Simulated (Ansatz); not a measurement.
Re in several cubic structure types, each at its own equilibrium volume.

Theory: PBE, plane waves, PAW datasets (generated hard set) in Ansatz.

Settings: cutoff 700 eV; no spin polarisation; Fermi–Dirac smearing of 0.0612 eV; k-meshes 17³ (diamond), 24³ (fcc).

(1) Rank the structures by energy per atom, lowest first.
A. fcc
B. diamond

(2) Give the equilibrium volume and bulk modulus of each.

## Answers

(1) A (0.0 meV/atom), B (1551 meV/atom).

(2) 
```csv
structure,V₀ (Å³/atom),B₀ (GPa)
diamond,22.56,177
fcc,15.01,361
```

Only these cubic types are compared here; the real ground state can be another structure or magnetic.

Model structures, not the usual forms at ambient conditions (metastable or hypothetical): Re (diamond type), Re (fcc type).
